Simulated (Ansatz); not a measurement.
# SrO: a sweep of the sphere radii

Aim: hold SrO and all else fixed and vary the sphere radii, to see how far energy and properties move.

Program: Ansatz 0.2.0. Level of theory: DFT, PBE, all-electron LAPW, scalar-relativistic. These are calculated values, not measurements.

1 further run of the same task is left out (set aside as unsound or not needed).

### Step 1. Starting point

It takes space group Fm-3m (No. 225, cubic). Conventional cell: a = 5.195 Å, b = 5.195 Å, c = 5.195 Å, α = 90.00°, β = 90.00°, γ = 90.00°. Sr (site symmetry m-3m) has 6 O at 2.60 Å as nearest neighbours. O (site symmetry m-3m) has 6 Sr at 2.60 Å as nearest neighbours.

As a file:

```xyz
2
Lattice="0.0000 2.5974 2.5974 2.5974 0.0000 2.5974 2.5974 2.5974 0.0000" Properties=species:S:1:pos:R:3 pbc="T T T"
Sr    0.0000    0.0000    0.0000
O     2.5974    2.5974    2.5974
```

The cell was relaxed by PAW from a hypothetical start (rocksalt type); it needn't be the stable phase of this composition.

Atoms are numbered in the order of the input: Sr1, O2.

### Step 2. With all sphere radii typed as 0.75 Å

File input.yaml:

```yaml
crystal:
  lattice:
    - [0.0, 2.5974064114, 2.5974064114]
    - [2.5974064114, 0.0, 2.5974064114]
    - [2.5974064114, 2.5974064114, 0.0]
  atoms:
    - { symbol: Sr, position: [0.0, 0.0, 0.0] }
    - { symbol: O, position: [0.5, 0.5, 0.5] }
kpoints:
  mp_grid: { grid: [13, 13, 13] }
scf:
  occupations: { method: fermi_dirac, width: 0.03 }
hamiltonian:
  xc: pbe
  pseudopotentials:
    kind: all_electron
    lapw: { basis_error: 0.001, muffin_tin_radii: { O: 0.75, Sr: 0.75 } }
output:
  forces: true
  stress: true
  eigenvalues: true
```

The program printed (excerpt; [...] marks lines left out):

```text
LAPW: plane waves up to 16.086 Å⁻¹, error target 1.0e-3 eV per atom; small_component_spin mean_spin; O in spheres of 0.750 Å, 8 of its electrons in bands, Dirac shells []; Sr in spheres of 0.750 Å, 28 of its electrons in bands, Dirac shells []
[...]
Pseudopotentials: kind: all_electron
Pseudopotential: Sr, LAPW, valence charge 28, Koelling and Harmon's equation, gaussian nucleus
Pseudopotential: O, LAPW, valence charge 8, Koelling and Harmon's equation, gaussian nucleus
Functional definition: PBE
[...]
Crystal: 2 atoms, lattice volume = 35.047 Å³
Basis set: ecut = 985.9057831819986 eV, 2445 PW (Γ), exchange–correlation at level 2
Bands: 22, of which v1, the nominal top of the filled ones, is band 18 counted from 1 (17 counted from 0)
Symmetry: 48 space group operations
Space group: Fm-3m (ITA 225), of the structure as read, at distance tolerance 3.3e-5 Å
k-points: 84 of 2197
[...]
SCF iter   1: F=—  HF=-88572.585526 eV  |F-HF|=—  |Δ(HF+E_count)|=         —  Δρ=1.17e-1  dr2=6.74e0  ethr=1.87e-2  ⟨swp⟩=2.0  Hψ=12219  notcnv=0
[...]
SCF iter   9: F=-88570.456373 eV  HF=-88570.456373 eV  |F-HF|=4.55e-9  |Δ(HF+E_count)|=   6.20e-7  Δρ=3.08e-6  dr2=2.27e-9  ethr=4.18e-9  ⟨swp⟩=3.0  Hψ=5410  notcnv=0
[...]
SCF converged after 9 iterations
Free energy (F): -88570.456373 eV
[...]
E sigma→0 (E₀):  -88570.456373 eV
Fermi energy:    10.719069 eV
[...]
--- Forces (eV/Å), atoms counted from 1 ---
  atom   1  Sr    -0.00000000     0.00000000     0.00000000
  atom   2  O      0.00000000    -0.00000000     0.00000000
[...]
--- Stress (GPa, compression-positive) ---
        0.009750       0.000000      -0.000000
        0.000000       0.009750       0.000000
       -0.000000       0.000000       0.009750
  P = ⅓ Tr σ = 0.0098 GPa (0.098 kbar)
--- Band table (eV; the first three rows and the last of 84) ---
  k-point 0: bands = ["-494.0696", "-315.8047", "-238.1742", "-238.1742", "-238.1742", "-110.1194", "-110.1194", "-110.1194", "-110.1153", "-110.1153", "-23.3873", "-5.9920", "-5.0560", "-5.0560", "-5.0560", "9.0316", "9.0316", "9.0316", "12.8228", "15.2199", "15.2199", "15.2199"]
[...]
```

Run time: 83 s. Hardware: 1 thread, shared host.

This run gives: pressure 0.01 GPa; gap on the k mesh 3.35 eV (an odd mesh misses the zone boundary).

### Step 3. With all sphere radii typed as 0.9 Å

Edit input.yaml of step 2 so:

```diff
@@ -16,3 +16,3 @@
     kind: all_electron
-    lapw: { basis_error: 0.001, muffin_tin_radii: { O: 0.75, Sr: 0.75 } }
+    lapw: { basis_error: 0.001, muffin_tin_radii: { O: 0.9, Sr: 0.9 } }
 output:
```

The program printed (excerpt; [...] marks lines left out):

```text
LAPW: plane waves up to 12.712 Å⁻¹, error target 1.0e-3 eV per atom; small_component_spin mean_spin; O in spheres of 0.900 Å, 8 of its electrons in bands, Dirac shells []; Sr in spheres of 0.900 Å, 28 of its electrons in bands, Dirac shells []
[...]
Pseudopotentials: kind: all_electron
Pseudopotential: Sr, LAPW, valence charge 28, Koelling and Harmon's equation, gaussian nucleus
Pseudopotential: O, LAPW, valence charge 8, Koelling and Harmon's equation, gaussian nucleus
Functional definition: PBE
[...]
Crystal: 2 atoms, lattice volume = 35.047 Å³
Basis set: ecut = 615.6558556656079 eV, 1243 PW (Γ), exchange–correlation at level 2
Bands: 22, of which v1, the nominal top of the filled ones, is band 18 counted from 1 (17 counted from 0)
Symmetry: 48 space group operations
Space group: Fm-3m (ITA 225), of the structure as read, at distance tolerance 3.3e-5 Å
k-points: 84 of 2197
[...]
SCF iter   1: F=—  HF=-88572.585454 eV  |F-HF|=—  |Δ(HF+E_count)|=         —  Δρ=1.02e-1  dr2=5.52e0  ethr=1.54e-2  ⟨swp⟩=2.0  Hψ=11332  notcnv=0
[...]
SCF iter   9: F=-88570.456357 eV  HF=-88570.456357 eV  |F-HF|=2.43e-9  |Δ(HF+E_count)|=   8.84e-7  Δρ=4.32e-6  dr2=9.42e-9  ethr=3.56e-9  ⟨swp⟩=3.0  Hψ=5596  notcnv=0
[...]
SCF converged after 9 iterations
Free energy (F): -88570.456357 eV
[...]
E sigma→0 (E₀):  -88570.456357 eV
Fermi energy:    10.719113 eV
[...]
--- Forces (eV/Å), atoms counted from 1 ---
  atom   1  Sr    -0.00000000     0.00000000    -0.00000000
  atom   2  O      0.00000000    -0.00000000     0.00000000
[...]
--- Stress (GPa, compression-positive) ---
        0.011159      -0.000000       0.000000
       -0.000000       0.011159      -0.000000
        0.000000      -0.000000       0.011159
  P = ⅓ Tr σ = 0.0112 GPa (0.112 kbar)
--- Band table (eV; the first three rows and the last of 84) ---
[... band rows left out ...]
[...]
```

Run time: 39 s. Hardware: 1 thread, shared host.

In short: pressure 0.01 GPa; gap on the k mesh 3.35 eV (an odd mesh misses the zone boundary).

### Step 4. With all sphere radii typed as 1.05 Å

Edit input.yaml of step 3 so:

```diff
@@ -16,3 +16,3 @@
     kind: all_electron
-    lapw: { basis_error: 0.001, muffin_tin_radii: { O: 0.9, Sr: 0.9 } }
+    lapw: { basis_error: 0.001, muffin_tin_radii: { O: 1.05, Sr: 1.05 } }
 output:
```

The program printed (excerpt; [...] marks lines left out):

```text
LAPW: plane waves up to 10.197 Å⁻¹, error target 1.0e-3 eV per atom; small_component_spin mean_spin; O in spheres of 1.050 Å, 8 of its electrons in bands, Dirac shells []; Sr in spheres of 1.050 Å, 28 of its electrons in bands, Dirac shells []
[...]
Pseudopotentials: kind: all_electron
Pseudopotential: Sr, LAPW, valence charge 28, Koelling and Harmon's equation, gaussian nucleus
Pseudopotential: O, LAPW, valence charge 8, Koelling and Harmon's equation, gaussian nucleus
Functional definition: PBE
[...]
Crystal: 2 atoms, lattice volume = 35.047 Å³
Basis set: ecut = 396.1468575557839 eV, 609 PW (Γ), exchange–correlation at level 2
Bands: 22, of which v1, the nominal top of the filled ones, is band 18 counted from 1 (17 counted from 0)
Symmetry: 48 space group operations
Space group: Fm-3m (ITA 225), of the structure as read, at distance tolerance 3.3e-5 Å
k-points: 84 of 2197
[...]
SCF iter   1: F=—  HF=-88572.585604 eV  |F-HF|=—  |Δ(HF+E_count)|=         —  Δρ=8.82e-2  dr2=4.25e0  ethr=1.18e-2  ⟨swp⟩=2.0  Hψ=11613  notcnv=0
[...]
the basis was enlarged: its passes take 1.2 MiB over the memory plan, 1 of 1 planned eigensolver slots
[...]
SCF iter   8: F=-88570.456348 eV  HF=-88570.456348 eV  |F-HF|=7.77e-9  |Δ(HF+E_count)|=   3.14e-6  Δρ=9.50e-6  dr2=3.56e-8  ethr=2.12e-8  ⟨swp⟩=2.3  Hψ=5327  notcnv=0
[...]
SCF converged after 8 iterations
Free energy (F): -88570.456348 eV
[...]
E sigma→0 (E₀):  -88570.456348 eV
Fermi energy:    10.719098 eV
[...]
--- Forces (eV/Å), atoms counted from 1 ---
  atom   1  Sr    -0.00000000     0.00000000     0.00000000
  atom   2  O      0.00000000     0.00000000    -0.00000000
[...]
--- Stress (GPa, compression-positive) ---
        0.011792       0.000000       0.000000
        0.000000       0.011792      -0.000000
        0.000000      -0.000000       0.011792
  P = ⅓ Tr σ = 0.0118 GPa (0.118 kbar)
--- Band table (eV; the first three rows and the last of 84) ---
[... band rows left out ...]
[...]
```

Run time: 17 s. Hardware: 1 thread, shared host.

Result: pressure 0.01 GPa; gap on the k mesh 3.35 eV (an odd mesh misses the zone boundary).

### Step 5. The sweep in one table

```
               sphere radius (Å)  energy from the first row (meV/atom)  pressure (GPa)  gap on the k mesh (eV)  SCF cycles, all passes  time
all sphere radii typed as 0.75 Å                                  0.00            0.01                    3.35                       9  83 s
 all sphere radii typed as 0.9 Å                                  0.01            0.01                    3.35                       9  39 s
all sphere radii typed as 1.05 Å                                  0.01            0.01                    3.35                       8  17 s
```

Energies are those extrapolated to zero smearing.

### Step 6. Results

```
                                                                        quantity                                            value
largest change of energy from «all sphere radii typed as 0.75 Å» (zero smearing)  0.0 meV/atom (all sphere radii typed as 1.05 Å)
                                                         gap, in all runs (LAPW)                                          3.35 eV
```

In words: Across the runs the energy spans 0.0 meV/atom. A complete basis would give the same answer for any radius, so the spread shows part of the basis error.

The gaps are Kohn-Sham values of a semilocal functional, not quasiparticle or optical gaps. Such gaps usually fall short of the measured ones.
